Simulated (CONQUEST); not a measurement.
CdO (Monteponite) under changes of volume

One of the cells (12.970 Å³/atom); the others are scaled copies at fixed shape and fractional positions:

```xyz
4
Lattice="3.3227 0.0000 0.0000 0.0000 3.3227 0.0000 0.0000 0.0000 4.6990" Properties=species:S:1:pos:R:3 pbc="T T T"
Cd    0.0000    0.0000    0.0000
Cd    1.6613    1.6613    2.3495
O     0.0000    0.0000    2.3495
O     1.6613    1.6613    0.0000
```

| Quantity | Value |
| --- | --- |
| Program | CONQUEST 1.3 |
| Functional | PBE |
| Potentials or basis | PseudoDojo NC PBE, SZP, grid of 36 × 36 × 60 points |
| k mesh | 8 × 8 × 6 |
| Occupations | fermi-dirac, width 0.05 eV |
| Spin | no spin polarisation |

```tsv
volume (Å³/atom)	energy over the lowest point (meV/atom)	pressure (GPa)
12.191	137.92	27.1
12.451	98.56	22.0
12.710	?	?
12.970	41.44	13.7
13.229	21.97	10.4
13.488	8.34	6.7
13.748	0.00	3.6
```

Problem. What does the run at 12.710 Å³/atom give?

Solution. Energy over the lowest point 66.65 meV/atom; pressure 17.5 GPa.

Worked out: A Birch-Murnaghan fit of order 3 (a polynomial in V^(-2/3)) to the other rows has its minimum at 14.08 Å³/atom, just outside them, with B0 = V·E''(V) = 146 GPa and B' = 3.2. It gives 66.73 meV/atom at 12.710 Å³/atom, against the run's 66.65, and -dE/dV = 17.7 GPa, against 17.5.

Energies are extrapolated to zero smearing.

Caveats: the atomic basis is small; the basis of atomic orbitals isn't converged, which shifts pressures, moduli and gaps; the real-space grid breaks the cell's symmetry a little (some runs).
